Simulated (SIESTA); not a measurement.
Crystal: C.

```
C
1.0
     2.52210    0.00000    0.00000
    -1.26105    2.18420    0.00000
     0.00000    0.00000   12.35570
C
12
Direct
  0.66667 0.33333 0.35417
  0.33333 0.66667 0.85417
  0.66667 0.33333 0.14583
  0.33333 0.66667 0.64583
  0.66667 0.33333 0.47917
  0.33333 0.66667 0.97917
  0.66667 0.33333 0.02083
  0.33333 0.66667 0.52083
  0.00000 0.00000 0.81250
  0.00000 0.00000 0.31250
  0.00000 0.00000 0.68750
  0.00000 0.00000 0.18750
```

This is a hexagonal form of diamond, not graphite.

```yaml
Program: SIESTA 5.4.2
Task: single point
Functional: PBE
Potentials_or_basis: PseudoDojo 0.4 standard (PBE files)
Basis: DZP (energy shift 0.003 Ry)
Grid_cutoff: 500 Ry
Energy_shift: 0.003 Ry
k_mesh: 12 × 12 × 3
Occupations: fermi-dirac, width 0.05 eV
Spin: no spin polarisation
```

On this cell: pressure 10.6 GPa; largest force 0.345 eV/Å; band gap on the k mesh 4.53 eV, indirect (least direct gap 5.40 eV).

The same run follows on a disturbed copy (atoms moved at random, drawn with an rms of 0.05 Å):

```
C
1.0
     2.52210    0.00000    0.00000
    -1.26105    2.18420    0.00000
     0.00000    0.00000   12.35570
C
12
Direct
  0.65180 0.34143 0.35670
  0.34464 0.67693 0.85167
  0.66757 0.34422 0.14638
  0.32935 0.66092 0.64744
  0.67704 0.34422 0.47963
  0.32873 0.66333 0.97839
  0.63583 0.31801 0.02130
  0.31992 0.67631 0.52207
  0.99972 0.01464 0.81264
  0.98091 0.98709 0.31766
  0.99786 0.99593 0.68315
  0.99394 0.01655 0.18348
```

Task: What changes?

Result: The energy moves by +41.8 meV/atom; pressure 12.1 GPa; largest force 3.143 eV/Å; band gap on the k mesh 4.01 eV, indirect (least direct gap 4.66 eV).

Forces on the atoms (eV/Å):
```
C    0.856 -1.683  0.141
C   -1.363  0.094  1.520
C   -1.187  0.137 -1.347
C   -0.193  0.364 -2.337
C   -2.289 -0.311  0.878
C   -1.369 -0.562  0.097
C    1.821  1.124 -0.751
C    2.186  0.060 -0.304
C    1.295 -0.528 -1.087
C   -0.489  2.092 -2.257
C   -0.242  0.107  2.593
C    0.976 -0.894  2.851
```

Stress tensor (GPa, compression positive):
```
 9.85  0.17  0.75
 0.17 11.21 -0.33
 0.75 -0.33 15.35
```

Caveats: an odd mesh through Γ misses points on the zone boundary, where band edges often lie; the basis of atomic orbitals isn't converged, which shifts pressures, moduli and gaps.
